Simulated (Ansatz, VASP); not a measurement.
# Na in VASP and in Ansatz

INCAR

```
PREC = Accurate
ENCUT = 520
EDIFF = 1E-6
ISMEAR = 0
SIGMA = 0.15
LREAL = False
LASPH = True
NELM = 80
ALGO = Fast
ISIF = 2
LWAVE = False
LCHARG = False
GGA = CA
NBANDS = 10
```

KPOINTS

```
Automatic mesh
0
Gamma
  16 16 16
```

Contents of POSCAR:

```
Na
1.0
   -2.0539750000      2.0539750000      2.0857375000
    2.0539750000     -2.0539750000      2.0857375000
    2.0539750000      2.0539750000     -2.0857375000
Na
1
Direct
    0.0000000000      0.0000000000      0.0000000000
```

Input for Ansatz:

```yaml
crystal:
  lattice:
    - [-2.053975, 2.053975, 2.0857375]
    - [2.053975, -2.053975, 2.0857375]
    - [2.053975, 2.053975, -2.0857375]
  atoms:
    - { symbol: Na, position: [0.0, 0.0, 0.0] }
basis:
  ecutwfc: 420
kpoints:
  mp_grid: { grid: [16, 16, 16] }
hamiltonian:
  xc: lda
scf:
  occupations: { method: gaussian, width: 0.15 }
output:
  forces: true
  stress: true
  eigenvalues: true
```

Change from the starting cell: strain -0.030 along x and y, -0.015 along z, atoms carried along.

Alike in both runs: task single point; functional LDA; k mesh 16 × 16 × 16; occupations gaussian, width 0.15 eV; no spin polarisation.

```csv
,VASP,Ansatz
version,VASP 6.6.1,Ansatz 0.2.0
potentials or method,"VASP PAW LDA potentials, release 64 (Na_pv)","scalar-relativistic, plane waves, PAW"
plane-wave cutoff (eV),520,420
valence electrons in the cell,7,9
```

|  | VASP | Ansatz | Ansatz less VASP |
| --- | --- | --- | --- |
| gap on the k mesh at the Fermi level (eV) | none | none | - |
| pressure (GPa) | -0.6 | -0.5 | +0.19 |

A gap of «none» marks a metal or a gap that the smearing closes. The two sets of potentials don't hold the same shells in valence.
